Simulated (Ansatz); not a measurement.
# Si: how the energy converges with the cutoff

Si, P1, a = 5.739 Å, b = 5.695 Å, c = 5.648 Å, α, β, γ = 109.0°, 109.7°, 109.8°. Ansatz: PBE, PAW, cutoff varied, Γ-centred 6×6×6 mesh on 8 atoms, Gaussian smearing 0.10 eV; no spin polarisation. Single points at one geometry with displaced atoms, the cutoff alone changed; ΔE is the energy at zero smearing over the run at 600 eV (runs within 0.3 meV/atom of it are left out). The runs up to 350 eV lie under the cutoff recommended for these PAW datasets.

```
cutoff (eV)  ΔE (meV/atom)
        200              ?
        250          55.46
        300          17.92
        350           4.30
```

Assume ΔE falls exponentially with the cutoff, fit y = ln ΔE against x, the cutoff in eV, to the other rows, and predict the missing value.

y = 4.016, 2.886, 1.459. Means x = 300.0, y = 2.7870; Σ(Δx)² = 5000, ΣΔxΔy = -127.8; the slope is their ratio. y = 10.46 − 0.02557 x, a factor of ten per 90 eV. At 200 eV this gives ΔE = 209.77 meV/atom. The run gave 148.87, a ratio of 1.41. Between neighbouring rows the decay runs from a factor of ten per 81 eV to one per 117 eV, so one exponential is only a rough guide.

This form isn't the element's structure at ambient conditions.

Cost: 6 runs of about 2.2 core-minutes in all, on Intel Xeon Processor @ 2.70GHz (shared hosts).